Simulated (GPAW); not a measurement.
# As (R-3m) in GPAW: a series of runs

One crystal, As, is run at these levels: LDA, PBEsol; tasks: single point, relaxation of cell and atoms.

All numbers are computed with GPAW 26.7.0; they aren't measurements. Logs are shortened: lines on timing, memory, paths and dates and some standing lists are left out, and cuts for length are marked. The log counts tension as positive stress, the text compression.

**1. The structure**

The structure is trigonal, space group R-3m (No. 166). Conventional cell: a = 3.762 Å, b = 3.762 Å, c = 10.542 Å, α = 90.00°, β = 90.00°, γ = 120.00°. As (site symmetry 3m) is surrounded by 3 As at 2.51 Å.

**2. Single point, LDA**

Input file run.py:

```python
from ase import Atoms
from ase.dft.bandgap import bandgap
from ase.io import write
from ase.units import GPa
from gpaw import GPAW, PW

atoms = Atoms(['As', 'As'],
              cell=[[1.8807968987, 1.0858785957, 3.5140619945],
                    [-1.8807968987, 1.0858785957, 3.5140619945],
                    [0.0, -2.1717571915, 3.5140619945]],
              scaled_positions=[[0.226, 0.226, 0.226],
                                [0.774, 0.774, 0.774]],
              pbc=True)

calc = GPAW(mode=PW(450),
            xc='LDA',
            kpts={'size': (7, 7, 7), 'gamma': True},
            occupations={'name': 'fermi-dirac', 'width': 0.05},
            nbands=13,
            maxiter=120,
            txt='gpaw.txt')
atoms.calc = calc
energy = atoms.get_potential_energy()
forces = atoms.get_forces()
stress = atoms.get_stress()
calc.write('gs.gpw')
write('result.traj', atoms)
print(f'Energy: {energy:.6f} eV')
print('Forces (eV/A):')
print(forces.round(4))
print('Stress (GPa):', (stress / GPa).round(3))
print('Fermi level:', round(calc.get_fermi_level(), 4), 'eV')
print(f'Gap: {bandgap(calc)[0]:.4f} eV, direct: {bandgap(calc, direct=True)[0]:.4f} eV')
```

Potentials or basis: the program's PAW data sets (release 1.2.1) made for this functional, pw.

Command:

```
$ OMP_NUM_THREADS=1 python run.py
```

gpaw.txt:

```text
__  _  _
 | _ |_)|_||  |
 |__||  | ||/\| - 26.7.0

Input parameters:
  mode=PW(ecut=450.00000000000006),
  kpts=MonkhorstPack(size=(7, 7, 7), gamma=True),
  maxiter=120,
  nbands=13,
  occupations=Occupations(name='fermi-dirac', width=0.05),
  xc=XC(name='LDA')

Diagonalizing LCAO Hamiltonian
Converting LCAO to pw mode

       As

       As

Atoms  # Å, Bohr magnetons
|   | symbol |         x |         y |        z |    initial magnetic moments |
|---|--------|-----------|-----------|----------|-----------------------------|
| 0 |     As | -0.000000 | -0.000000 | 2.382534 | ( 0.0000,  0.0000,  0.0000) |
| 1 |     As |  0.000000 | -0.000000 | 8.159652 | ( 0.0000,  0.0000,  0.0000) |

Unit cell  # Å
| periodic |         x |         y |        z |  lengths |    angles |
|----------|-----------|-----------|----------|----------|-----------|
|      yes |  1.880797 |  1.085879 | 3.514062 | 4.131000 | 54.167000 |
|      yes | -1.880797 |  1.085879 | 3.514062 | 4.131000 | 54.167000 |
|      yes |  0.000000 | -2.171757 | 3.514062 | 4.131000 | 54.167000 |

Number of symmetries: 12
Symmetry operations  # r_c * U_cc + t_c -> r_c
|    | kind |            matrix            |
|----|------|------------------------------|
|  0 |  E   |  1, 0, 0,  0, 1, 0,  0, 0, 1 |
|  1 |  σ   |  1, 0, 0,  0, 0, 1,  0, 1, 0 |
|  2 |  σ   |  0, 1, 0,  1, 0, 0,  0, 0, 1 |
|  3 |  C3  |  0, 1, 0,  0, 0, 1,  1, 0, 0 |
|  4 |  C3  |  0, 0, 1,  1, 0, 0,  0, 1, 0 |
|  5 |  σ   |  0, 0, 1,  0, 1, 0,  1, 0, 0 |
|  6 |  C2  |  0, 0,-1,  0,-1, 0, -1, 0, 0 |
|  7 |  S6  |  0, 0,-1, -1, 0, 0,  0,-1, 0 |
|  8 |  S6  |  0,-1, 0,  0, 0,-1, -1, 0, 0 |
|  9 |  C2  |  0,-1, 0, -1, 0, 0,  0, 0,-1 |
| 10 |  C2  | -1, 0, 0,  0, 0,-1,  0,-1, 0 |
| 11 |  i   | -1, 0, 0,  0,-1, 0,  0, 0,-1 |

BZ-sampling:
  Number of BZ points: 343
  Number of IBZ points: 44

  Monkhorst-Pack size: [7, 7, 7]
  Monkhorst-Pack shift: [0, 0, 0]

K-points  # in reciprocal-cell coordinates
|     |                                coordinates |     weight |
|-----|--------------------------------------------|------------|
|   0 | (  0.00000000,   0.00000000,   0.00000000) | 0.00291545 |
|   1 | (  0.14285714,   0.00000000,  -0.14285714) | 0.01749271 |
|   2 | (  0.14285714,   0.00000000,   0.00000000) | 0.01749271 |
|   3 | (  0.14285714,   0.14285714,  -0.14285714) | 0.01749271 |
|   4 | (  0.14285714,   0.14285714,   0.00000000) | 0.01749271 |
|   5 | (  0.14285714,   0.14285714,   0.14285714) | 0.00583090 |
|   6 | (  0.28571429,  -0.14285714,  -0.14285714) | 0.01749271 |
|   7 | (  0.28571429,   0.00000000,  -0.28571429) | 0.01749271 |
|   8 | (  0.28571429,   0.00000000,  -0.14285714) | 0.03498542 |
|   9 | (  0.28571429,   0.00000000,   0.00000000) | 0.01749271 |
| ... |                                            |            |
|  43 | (  0.42857143,   0.42857143,   0.42857143) | 0.00583090 |

Plane wave coefficients: 961
Cutoff: 450.00000000000006 eV

Spin-components: 1 (collinear spins)
Bands:           13
Projectors:      10
Spin-degeneracy: 2
Datatype:        complex128

Parallelization:
  kpt:    1
  domain: 1
  band:   1

Density:
  Valence electrons: 10.0
  Components: 1
  Grid points: [21 21 21]
  Charge: 0.0  # |e|

Potential:
  Grid points: [21 21 21]

species:
  As:
    name:    Arsenic
    Z:       33.0
    valence: 5
    core:    28
    charge:  0.0  # [|e|]
    compensation charges:
      type: gauss
      rc: 0.33  # [Å]
      lmax: 2
    cutoffs:
      filter: 1.87  # [Å]
      core: 2.96  # [Å]
    projectors
    | kind |    occ | energy [eV] | rcut [Å] |
    |------|--------|-------------|----------|
    |   4s |  2.000 |     -14.691 |    1.058 |
    |   4p |  3.000 |      -5.342 |    1.058 |
    |    s |        |      12.520 |    1.058 |
    |    p |        |      21.869 |    1.058 |
    |    d |        |       0.000 |    1.058 |

    Using partial waves for As as LCAO basis

Reference energy: -122839.815648  # eV

eigensolver:
  PPCG
  Converge bands: occupied
  niter=2

density mixing:
  MSR1-Mixer
  Pratt-step length: 0.05
  Maximum mixing coefficient: 0.75
  Old densities: 10
  SVD Regularization: 0.005
  Good broyden scale: 1.0
  Trust region scale: 1.0
  Backstep threshold: 4.0
  History deletion threshold: 6.0
  Fourier metric: weight=20.0, sigma=0.015

occupation numbers:
  Fermi-Dirac:
    width: 0.0500  # eV

poisson solver:
  ecut: 3600.0000000000005  # eV

xc functional:
  name: None

convergence criteria:
- Maximum [total energy] change in last 3 cyles: 0.0005 eV / valence electron
- Maximum integral of absolute [dens]ity change: 0.0001 electrons / valence electron
- Maximum integral of absolute [eigenst]ate change: 4e-08 eV^2 / valence electron
maximum number of iterations: 120

SCF iterations
|iter     | |      energy | eigst |  dens |
|---------|-|-------------|-------|-------|
|iter:   1| |  -10.816054 | -0.72 |       |
|iter:   2| |  -10.813594 | -3.01 | -1.17 |
|iter:   3| |  -10.782677 | -3.35 | -1.20 |
|iter:   4| |  -10.780631 | -4.28 | -1.79 |
|iter:   5| |  -10.780618c| -6.12 | -2.85 |
|iter:   6| |  -10.780619c| -7.66c| -3.46 |
|iter:   7| |  -10.780619c| -7.60c| -4.08c|

Converged in 7 steps
Energy contributions relative to reference atoms: (reference = -122839.815648)

Energy contributions:
  Kinetic:          18.689215
  Coulomb:         -18.224004
  Zero:             -0.014370
  External:          0.000000
  Xc:              -11.230224
  Entropy:          -0.002471
  Spinorbit:         0.000000
  ----------------------------
  Free energy:     -10.781854
  Extrapolated:    -10.780619

dipole moment: (-0.000000, 0.000000, -0.000025)  # |e|*Ang

Fermi level: 6.666
Eigenvalues  # (at kpt = [0.000, 0.000, 0.000])
| band index |      eig [eV] | occ [0-2] |
|------------|---------------|-----------|
|          0 |        -8.395 |     2.000 |
|          1 |         0.787 |     2.000 |
|          2 |         4.221 |     2.000 |
|          3 |         4.669 |     2.000 |
|          4 |         4.669 |     2.000 |
|          5 |         8.267 |     0.000 |
|          6 |         9.580 |     0.000 |
|          7 |         9.580 |     0.000 |
|          8 |        13.632 |     0.000 |
|          9 |        13.632 |     0.000 |
|         10 |        14.112 |     0.000 |
|         11 |        15.575 |     0.000 |
|         12 |        15.600 |     0.000 |

No gap
No difference between direct/indirect transitions

Forces  # eV/Ang
|        x |        y |        z |
|----------|----------|----------|
|  0.00000 | -0.00000 |  0.27789 |  # As   0
| -0.00000 |  0.00000 | -0.27789 |  # As   1

Stress tensor  # eV/Ang^3
|        x |         y |        z |
|----------|-----------|----------|
| 0.005999 | -0.000000 | 0.000000 |
| 0.000000 |  0.005999 | 0.000000 |
| 0.000000 |  0.000000 | 0.011171 |

# Writing to gs.gpw (mode='')
```

stdout:

```text
Energy: -10.780619 eV
Forces (eV/A):
[[ 0.     -0.      0.2779]
 [-0.      0.     -0.2779]]
Stress (GPa): [ 0.961  0.961  1.79   0.     0.    -0.   ]
Fermi level: 6.6658 eV
Gap: 0.0000 eV, direct: 0.0000 eV
```

Run time: 11 s. Hardware: 1 thread of Arm Neoverse V1, shared host; peak memory 0.14 GiB.

What came out:

```
Free energy            : -10.7819 eV
Pressure               : -1.2 GPa
Largest force          : 0.278 eV/Å
Band gap on the k mesh : none (metal or under the smearing width)
```

Forces on the atoms (eV/Å):
```
As   0.000  0.000  0.278
As   0.000  0.000 -0.278
```

Caveat: the cutoff is short for stress and forces, so pressures can be off by a GPa or more.

**3. Relaxation of cell and atoms, PBEsol**

Input file run.py:

```python
from ase import Atoms
from ase.filters import FrechetCellFilter
from ase.io import write
from ase.optimize import BFGS
from gpaw import GPAW, PW, setup_paths

setup_paths.insert(0, '.')

atoms = Atoms(['As', 'As'],
              cell=[[1.8807968987, 1.0858785957, 3.5140619945],
                    [-1.8807968987, 1.0858785957, 3.5140619945],
                    [0.0, -2.1717571915, 3.5140619945]],
              scaled_positions=[[0.226, 0.226, 0.226],
                                [0.774, 0.774, 0.774]],
              pbc=True)

calc = GPAW(mode=PW(600),
            xc='PBEsol',
            kpts={'size': (7, 7, 7), 'gamma': True},
            occupations={'name': 'fermi-dirac', 'width': 0.05},
            nbands=13,
            convergence={'density': 1e-05, 'forces': 0.0001},
            maxiter=150,
            txt='gpaw.txt')
atoms.calc = calc
opt = BFGS(FrechetCellFilter(atoms), trajectory='relax.traj', logfile='-')
done = opt.run(fmax=0.02, steps=60)
calc.write('gs.gpw')
write('result.traj', atoms)
print('Converged:', done)
print('Cell:', atoms.cell.cellpar().round(4))
print('Volume:', round(atoms.get_volume(), 4))
print(atoms.get_scaled_positions().round(5))
```

Potentials or basis: PAW data sets generated in the run's folder for this functional, pw.

Command:

```
$ gpaw-setup -f PBEsol As
$ OMP_NUM_THREADS=1 python run.py
```

Wall time 2.2 min (1 thread of Arm Neoverse V2, shared host); peak memory 0.28 GiB.

It converged, with:

```yaml
Free_energy: -10.2310 eV
Relaxed_volume: 20.85 Å³/atom
Relaxed_cell: a = 4.001 Å, b = 4.001 Å, c = 4.001 Å, α = 56.57°, β = 56.57°, γ = 56.57°
Space_group_after_relaxing_to_0.05_Å: R-3m (No. 166)
Energy_gained_by_relaxing: 11.7 meV/atom
Ionic_steps: 11
Pressure_after_relaxing: 0.0 GPa
Largest_force_after_relaxing: 0.011 eV/Å
Band_gap_on_the_k_mesh: 0.34 eV, indirect (least direct gap 0.77 eV)
```

Forces in eV/Å, atoms in the order of the input:
```
As   0.000  0.000  0.011
As   0.000  0.000 -0.011
```

Step by step:
```
step  energy change (eV)  largest force (eV/Å)  pressure (GPa)  volume (Å³)
   1              0.0000                0.3870            0.41        43.06
   2             -0.0039                0.2810            0.01        43.11
   3             -0.0095                0.0160           -0.85        43.13
   4             -0.0107                0.0306           -0.90        43.02
   5             -0.0161                0.1540           -0.59        42.30
   6             -0.0190                0.1614            0.01        41.70
   7             -0.0208                0.0982            0.43        41.46
   8             -0.0221                0.0003            0.63        41.44
   9             -0.0227                0.0306            0.51        41.52
  10             -0.0232                0.0313            0.20        41.65
  11             -0.0233                0.0112            0.04        41.70
```

Final structure:
```
CELL_PARAMETERS angstrom
1.89594 1.09462 3.34896
-1.89594 1.09462 3.34896
0.00000 -2.18924 3.34896
ATOMIC_POSITIONS crystal
As 0.23017 0.23017 0.23017
As 0.76983 0.76983 0.76983
```

Levels at points of the mesh, in eV from the valence-band top:
```tsv
k point	band 3	band 4	band 5	band 6	band 7	band 8
(0.00, 0.00, 0.00)	-2.08	-1.87	-1.87	2.34	3.38	3.38
```

Caveat: later steps reuse the first step's grids; an odd mesh through Γ misses points on the zone boundary, where band edges often lie.

**4. Relaxation of cell and atoms, PBEsol, target pressure 2 GPa, at which the enthalpy is minimised**

run.py, as its differences from that of step 3:

```diff
@@ -4,2 +4,3 @@
 from ase.optimize import BFGS
+from ase.units import GPa
 from gpaw import GPAW, PW, setup_paths
@@ -25,3 +26,3 @@
 atoms.calc = calc
-opt = BFGS(FrechetCellFilter(atoms), trajectory='relax.traj', logfile='-')
+opt = BFGS(FrechetCellFilter(atoms, scalar_pressure=2 * GPa), trajectory='relax.traj', logfile='-')
 done = opt.run(fmax=0.02, steps=60)
```

Command:

```
$ gpaw-setup -f PBEsol As
$ OMP_NUM_THREADS=1 python run.py
```

It took 2 min on 1 thread of Arm Neoverse V2, shared host; peak memory 0.26 GiB.

Results (log left out):

- Free energy: -10.2234 eV
- Relaxed volume: 20.22 Å³/atom
- Relaxed cell: a = 3.942 Å, b = 3.942 Å, c = 3.942 Å, α = 57.13°, β = 57.13°, γ = 57.13°
- Space group after relaxing (to 0.05 Å): R-3m (No. 166)
- Energy change on relaxing (the enthalpy is what falls): -7.9 meV/atom
- Ionic steps: 10
- Pressure after relaxing: 2.0 GPa
- Largest force after relaxing: 0.004 eV/Å
- Band gap on the k mesh: 0.39 eV, indirect (least direct gap 0.76 eV)

Forces on the atoms (eV/Å):
```
As   0.000  0.000  0.004
As   0.000  0.000 -0.004
```

Step by step:
```
step  energy change (eV)  largest force (eV/Å)  pressure (GPa)  volume (Å³)
   1              0.0000                0.3870            0.41        43.06
   2             -0.0036                0.3206            0.48        42.86
   3             -0.0071                0.0736            1.51        41.29
   4             -0.0058                0.0935            1.84        40.98
   5             -0.0017                0.0981            3.02        40.08
   6             -0.0041                0.0418            3.25        39.93
   7             -0.0117                0.0736            2.75        40.18
   8             -0.0140                0.0634            2.41        40.33
   9             -0.0159                0.0216            2.03        40.45
  10             -0.0158                0.0038            1.99        40.44
```

Final structure:
```yaml
crystal:
  lattice:
    - [1.88476, 1.08817, 3.28632]
    - [-1.88476, 1.08817, 3.28632]
    - [0.00000, -2.17633, 3.28632]
  atoms:
    - { symbol: As, position: [0.23154, 0.23154, 0.23154] }
    - { symbol: As, position: [0.76846, 0.76846, 0.76846] }
```

Levels at points of the mesh, in eV from the valence-band top:
```csv
k point,band 1,band 2,band 3,band 4,band 5,band 6,band 7,band 8,band 9
"(0.00, 0.00, 0.00)",-15.10,-5.08,-2.06,-1.89,-1.89,2.57,3.54,3.54,6.60
```

Caveat: later steps reuse the first step's grids; an odd mesh through Γ misses points on the zone boundary, where band edges often lie.

**5. Summary**

| task | level | potentials or basis | cell | cutoff (eV) | maxiter | convergence | optimizer | fmax | max steps | gap on the mesh (eV) | pressure (GPa) | largest force (eV/Å) |
| --- | --- | --- | --- | --- | --- | --- | --- | --- | --- | --- | --- | --- |
| single point | LDA | the program's PAW data sets (release 1.2.1) made for this functional, pw | as given | 450 | 120 | default | - | - | - | none | -1.2 | 0.28 |
| relaxation of cell and atoms | PBEsol | PAW data sets generated in the run's folder for this functional, pw | relaxed | 600 | 150 | density=1e-05 forces=0.0001 | BFGS | 0.02 eV/Å | 60 | 0.34 | 0.0 | 0.01 |
| relaxation of cell and atoms | PBEsol | PAW data sets generated in the run's folder for this functional, pw | relaxed to 2 GPa | 600 | 150 | density=1e-05 forces=0.0001 | BFGS | 0.02 eV/Å | 60 | 0.39 | 2.0 | - |

Alike in all rows: no spin polarisation; k mesh 7 × 7 × 7; smearing fermi-dirac 0.05 eV.

Caveats: later steps reuse the first step's grids (some runs); an odd mesh through Γ misses points on the zone boundary, where band edges often lie (some runs); the cutoff is short for stress and forces, so pressures can be off by a GPa or more (some runs).

Absolute energies hang on the potentials; compare differences alone.
